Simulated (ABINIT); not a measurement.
# MgB2 (P6/mmm) in ABINIT: a series of runs

The runs below take MgB2 through single point, with PBE.

All numbers are computed with ABINIT 10.8.3 (patched build); they aren't measurements. Logs are shortened: lines on timing, memory, paths and dates and some standing lists are left out, and cuts for length are marked. The log counts tension as positive stress, the text compression.

**1. The cell of the first run**

The structure is hexagonal, space group P6/mmm (No. 191). The conventional cell has a = 3.085 Å, b = 3.085 Å, c = 3.523 Å, α = 90.00°, β = 90.00°, γ = 120.00°. Mg (site symmetry 6/mmm) is surrounded by 12 B at 2.51 Å. Around B (site symmetry -6m2) lie 3 B at 1.78 Å.

**2. Single point, PBE, 9.68 Å³/atom (shear strain of 0 %)**

The input, run.abi:

```
# Pseudopotentials
pp_dirpath "./"
pseudos "Mg.GGA_PBE-JTH.xml, B.GGA_PBE-JTH.xml"

# Structure
acell 5.8298050945 5.8298050945 6.6575051371
rprim
     1.0000000000     0.0000000000     0.0000000000
    -0.5000000000     0.8660254038     0.0000000000
     0.0000000000     0.0000000000     1.0000000000
ntypat 2
znucl 12 5
natom 3
typat 1 2 2
xred
     0.0000000000     0.0000000000     0.0000000000
     0.6666666667     0.3333333333     0.5000000000
     0.3333333333     0.6666666667     0.5000000000

# Plane-wave basis
ecut 19.0
pawecutdg 38.0
pawxcdev 0

# k points
kptopt 1
ngkpt 10 10 8
nshiftk 1
shiftk 0.0 0.0 0.0

# Exchange and correlation
ixc 11

# Bands and occupations
nband 12
occopt 3
tsmear 0.05 eV

# SCF cycle
nstep 100
tolvrs 1.0e-9

# Output
iomode 3
prtwf 0
prtden 0
prteig 0
prtebands 0
```

Potentials or basis: JTH PAW PBE v2.0.

Command:

```
> abinit run.abi > log 2>&1
```

run.abo:

```text
.Version 10.8.3 of ABINIT
 Symmetries : space group P6/m m m (#191); Bravais hP (primitive hexag.)
================================================================================
 Values of the parameters that define the memory need of the present run
     intxc =       0    ionmov =       0      iscf =      17    lmnmax =       8
     lnmax =       4     mgfft =      30  mpssoang =       2    mqgrid =    3001
     natom =       3  nloc_mem =       2    nspden =       1   nspinor =       1
    nsppol =       1      nsym =      24    n1xccc =       1    ntypat =       2
    occopt =       3   xclevel =       2
       mpw =         788          nfft =       17280          nkpt =          70
 PAW method is used; the additional fine FFT grid is defined by:
   mgfftf=        40    nfftf =     51840
================================================================================
================================================================================

--------------------------------------------------------------------------------
------------- Echo of variables that govern the present computation ------------
--------------------------------------------------------------------------------
 -outvars: echo values of preprocessed input variables --------
            acell      5.8298050945E+00  5.8298050945E+00  6.6575051371E+00 Bohr
              amu      2.43050000E+01  1.08110000E+01
             ecut      1.90000000E+01 Hartree
                       outvar_i_n : Printing only first  50 k-points.
              ixc          11
                       outvar_i_n : Printing only first  50 k-points.
         kptrlatt       10    0    0      0   10    0      0    0    8
          kptrlen      5.32600411E+01
            natom           3
            nband          12
            ngfft          24      24      30
          ngfftdg          36      36      40
             nkpt          70
            nstep         100
             nsym          24
           ntypat           2
                       prtocc : prtvol=0, do not print more k-points.
           occopt           3
        pawecutdg      3.80000000E+01 Hartree
         pawxcdev           0
           prtden           0
        prtebands           0
           prteig           0
            prtwf           0
            rprim      1.0000000000E+00  0.0000000000E+00  0.0000000000E+00
                      -5.0000000000E-01  8.6602540380E-01  0.0000000000E+00
                       0.0000000000E+00  0.0000000000E+00  1.0000000000E+00
          spgroup         191
           tolvrs      1.00000000E-09
           tsmear      1.83746611E-03 Hartree
            typat      1  2  2
           useylm           1
                       outvars : Printing only first  50 k-points.
           xangst      0.0000000000E+00  0.0000000000E+00  0.0000000000E+00
                       1.5424999990E+00  8.9056278964E-01  1.7614999988E+00
                      -7.9179545087E-18  1.7811255793E+00  1.7614999988E+00
            xcart      0.0000000000E+00  0.0000000000E+00  0.0000000000E+00
                       2.9149025472E+00  1.6829197703E+00  3.3287525686E+00
                      -1.4962765499E-17  3.3658395407E+00  3.3287525686E+00
[... 148 lines left out ...]
    3      0.00000000000000     0.00000000000000    -0.00000000000000
 frms,max,avg= 7.5423984E-29 1.3856271E-28   0.000E+00  0.000E+00  0.000E+00 h/b

 cartesian forces (eV/Angstrom) at end:
    1     -0.00000000000000    -0.00000000000000    -0.00000000000000
    2     -0.00000000000000    -0.00000000000000    -0.00000000000000
    3      0.00000000000000     0.00000000000000    -0.00000000000000
 frms,max,avg= 3.8784572E-27 7.1251808E-27   0.000E+00  0.000E+00  0.000E+00 e/A
 length scales=  5.829805094500  5.829805094500  6.657505137100 bohr
              =  3.084999997923  3.084999997923  3.522999997633 angstroms
 Fermi (or HOMO) energy (hartree) =   0.25874   Average Vxc (hartree)=  -0.39474
 Eigenvalues (hartree) for nkpt=  70  k points:
 kpt#   1, nband= 12, wtk=  0.00125, kpt=  0.0000  0.0000  0.0000 (reduced coord)
  -2.50427   -1.28228   -1.28228   -1.28168   -0.19871    0.14960    0.27079    0.27079
   0.31806    0.48900    0.48900    0.55353
      occupation numbers for kpt#   1
   2.00000    2.00000    2.00000    2.00000    2.00000    2.00000    0.00284    0.00284
   0.00000    0.00000    0.00000    0.00000
 prteigrs : prtvol=0 or 1, do not print more k-points.

--- !EnergyTerms
iteration_state     : {dtset: 1, }
comment             : Components of total free energy in Hartree
kinetic             :  6.99865451084594E+00
hartree             :  1.39021119018104E+01
xc                  : -3.51376885253646E+00
Ewald energy        : -3.69279620083496E+01
psp_core            :  1.63225510896059E+00
local_psp           : -4.27175433996468E+01
PAW spherical_terms : -8.68570143151653E+00
internal            : -6.93119541704325E+01
'-kT*entropy'       : -2.24753485947839E-04
total_energy        : -6.93121789239185E+01
total_energy_eV     : -1.88608047224929E+03
...

--- !EnergyTermsDC
iteration_state     : {dtset: 1, }
comment             : '"Double-counting" decomposition of free energy'
band_energy         : -1.20885954726591E+01
Ewald energy        : -3.69279620083496E+01
psp_core            :  1.63225510896059E+00
xc_dc               : -1.29654208815833E+01
PAW spherical_terms : -8.96222722116420E+00
internal            : -6.93119504747956E+01
'-kT*entropy'       : -2.24753485947839E-04
total_energy_dc     : -6.93121752282815E+01
total_energy_dc_eV  : -1.88608037168588E+03
...

--- !EnergyTermsWithPAWCore
iteration_state     : {dtset: 1, }
comment             : 'Components of total free energy, including PAW core contributions'
Total energy        : -2.50047152961434E+02
Total energy DC     : -2.50047149265797E+02
Total energy (eV)   : -6.80412965894147E+03
Total energy DC (eV): -6.80412955837806E+03
...

 Cartesian components of stress tensor (hartree/bohr^3)
  sigma(1 1)=  4.34283391E-05  sigma(3 2)=  0.00000000E+00
  sigma(2 2)=  4.34283388E-05  sigma(3 1)=  0.00000000E+00
  sigma(3 3)=  4.01747196E-05  sigma(2 1)=  0.00000000E+00

-Cartesian components of stress tensor (GPa)         [Pressure= -1.2458E+00 GPa]
- sigma(1 1)=  1.27770585E+00  sigma(3 2)=  0.00000000E+00
- sigma(2 2)=  1.27770584E+00  sigma(3 1)=  0.00000000E+00
- sigma(3 3)=  1.18198106E+00  sigma(2 1)=  0.00000000E+00

== END DATASET(S) ==============================================================
================================================================================

 -outvars: echo values of variables after computation  --------
            acell      5.8298050945E+00  5.8298050945E+00  6.6575051371E+00 Bohr
           etotal     -6.9312175228E+01
            fcart     -0.0000000000E+00 -0.0000000000E+00 -0.0000000000E+00
                      -1.3856270559E-28 -7.9999215370E-29 -0.0000000000E+00
                       1.3856270559E-28  7.9999215370E-29 -0.0000000000E+00
            rprim      1.0000000000E+00  0.0000000000E+00  0.0000000000E+00
                      -5.0000000000E-01  8.6602540380E-01  0.0000000000E+00
                       0.0000000000E+00  0.0000000000E+00  1.0000000000E+00
           strten      4.3428339084E-05  4.3428338783E-05  4.0174719647E-05
                       0.0000000000E+00  0.0000000000E+00  0.0000000000E+00
           xangst      0.0000000000E+00  0.0000000000E+00  0.0000000000E+00
                       1.5424999990E+00  8.9056278964E-01  1.7614999988E+00
                      -7.9179545087E-18  1.7811255793E+00  1.7614999988E+00
             xred      0.0000000000E+00  0.0000000000E+00  0.0000000000E+00
                       6.6666666667E-01  3.3333333333E-01  5.0000000000E-01
                       3.3333333333E-01  6.6666666667E-01  5.0000000000E-01
 Calculation completed.
```

Run time: 21 s. Hardware: 1 thread of Arm Neoverse V1, shared host; peak memory 0.1 GiB.

Results:

| Item | Value |
| --- | --- |
| Free energy | -1886.0804 eV |
| Pressure | -1.2 GPa |
| Band gap on the k mesh | none (metal or under the smearing width) |

Caveat: the atomic spheres overlap.

**3. Single point, PBE, 9.68 Å³/atom (shear strain of -4 %)**

Changes to run.abi since step 2:

```diff
@@ -5,6 +5,6 @@
 # Structure
-acell 5.8298050945 5.8298050945 6.6575051371
+acell 5.8309709389 5.9310668012 6.6575051371
 rprim
-     1.0000000000     0.0000000000     0.0000000000
-    -0.5000000000     0.8660254038     0.0000000000
+     0.9998000600    -0.0199960012     0.0000000000
+    -0.5084882424     0.8610689330     0.0000000000
      0.0000000000     0.0000000000     1.0000000000
@@ -18,2 +18,5 @@
      0.3333333333     0.6666666667     0.5000000000
+chkprim 0
+chksymtnons 0
+tolsym 1.0e-6
```

Potentials or basis: JTH PAW PBE v2.0.

Command:

```
> abinit run.abi > log 2>&1
```

It took 66 s on 1 thread of Arm Neoverse V1, shared host; peak memory 0.15 GiB.

Results (log left out):

| Item | Value |
| --- | --- |
| Free energy | -1886.0533 eV |
| Pressure | -1.0 GPa |
| Largest force | 0.110 eV/Å |
| Band gap on the k mesh | none (metal or under the smearing width) |

Caveat: the atomic spheres overlap.
